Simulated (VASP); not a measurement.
Set up this calculation in VASP 6.6.1, as the native input.

| Item | Value |
| --- | --- |
| Task | single point |
| Functional | PBEsol |
| Potentials or basis | VASP PAW PBE potentials, release 64 (C, H) |
| Cutoff | 520 eV |
| k mesh | 1 × 1 × 1 |
| Occupations | fermi-dirac, width 0.05 eV |
| Spin | no spin polarisation |
| Dipole correction | no |
| Further INCAR settings | LREAL = Auto; ALGO = Fast; EDIFF = 1e-06; NBANDS = 58 |

The structure of H4C lies in POSCAR:

```
H4C
1.0
    7.9581140000      0.0000000000      0.0000000000
    0.0000000000      7.9581140000      0.0000000000
    0.0000000000      0.0000000000      7.9581140000
C H
8 32
Direct
    0.2451929036      0.7046434173      0.2173577478
    0.3654366421      0.0238247891      0.9056877244
    0.9593657242      0.4878737087      0.9147753459
    0.6213490954     -0.0270393578      0.4809087360
    0.3891740353      0.4351827936      0.7196500042
    0.6061086596      0.4211072996      0.3735590778
    0.8805203917      0.9040404215      0.9896322750
    1.0105199056      0.2028035927      0.5177093532
    0.2046224729      0.5990248727      0.2968912350
    0.2032129743      0.8236570623      0.2731046922
    0.1895248902      0.6910955469      0.0923835627
    0.3824719122      0.7043079296      0.2057099098
    0.4497390137      0.1105751800      0.9728817157
    0.2948538121     -0.0522941311      0.9966702537
    0.4407951540     -0.0592150207      0.8250726936
    0.2776169915      0.0961910494      0.8274425927
    0.9712639225      0.5233894373      1.0476673710
    0.8756029952      0.3797744910      0.9028081562
    1.0844531833      0.4573365490      0.8645615176
    0.9077244088      0.5940414297      0.8448721292
    0.6250153834      0.0737191115      0.3871454549
    0.7304927936     -0.0142902205      0.5639389709
    0.6255646399     -0.1488426090      0.4171156418
    0.5055255587     -0.0151662944      0.5562554987
    0.3573305987      0.3930050154      0.8470699928
    0.3890319059      0.3267398688      0.6338713045
    0.5149430893      0.4913841834      0.7195900203
    0.2976035585      0.5288254136      0.6743547722
    0.5463557893      0.5336233041      0.4239926839
    0.5219024998      0.3623380485      0.2798703432
    0.6271213045      0.3323328880      0.4775254891
    0.7267889449      0.4535582589      0.3153761364
    0.7593375083      0.8444810461      0.9596007342
    0.8679120317      1.0411010366      0.9889322428
    0.9746756725      0.8661747866      0.8962575230
    0.9223664809      0.8608218082      1.1138673907
    1.1061006049      0.2881509233      0.5691461601
    0.9714543844      0.1140554947      0.6160040826
    1.0615157892      0.1327793287      0.4100591004
    0.9004327733      0.2748772465      0.4766852637
```

The cell was built by a generator and needn't be a form met in nature.

One way to write it, as run:

INCAR

```
PREC     = Accurate       # precision mode
ENCUT    = 520            # plane-wave cutoff, eV
EDIFF    = 1E-6           # SCF threshold, eV
ISMEAR   = -1             # smearing method
SIGMA    = 0.05           # smearing width, eV
LREAL    = Auto         
LASPH    = T              # aspherical terms in the spheres
NELM     = 100            # most SCF steps
ALGO     = Fast           # electronic algorithm
ISIF     = 2              # what is computed and relaxed
LWAVE    = F              # write WAVECAR
LCHARG   = F              # write CHGCAR
GGA      = PS             # functional
NBANDS   = 58             # bands
```

KPOINTS

```
regular mesh
0
Gamma
  1 1 1
```

Potentials or basis: VASP PAW PBE potentials, release 64 (C, H).

Command:

```console
$ cat potpaw_PBE.64/C/POTCAR potpaw_PBE.64/H/POTCAR > POTCAR
$ mpirun -np 1 vasp_gam > vasp.out
```

It gave:

```
Pressure               : 0.4 GPa
Largest force          : 0.320 eV/Å
Band gap on the k mesh : 7.20 eV, direct
```

Caveat: the PAW data sets were made with another functional, which shifts forces and pressure a little.

It took 38 s on 1 thread of AMD EPYC 9R45 96-Core Processor (Zen 5), with other jobs on the host, peak memory 0.4 GiB.
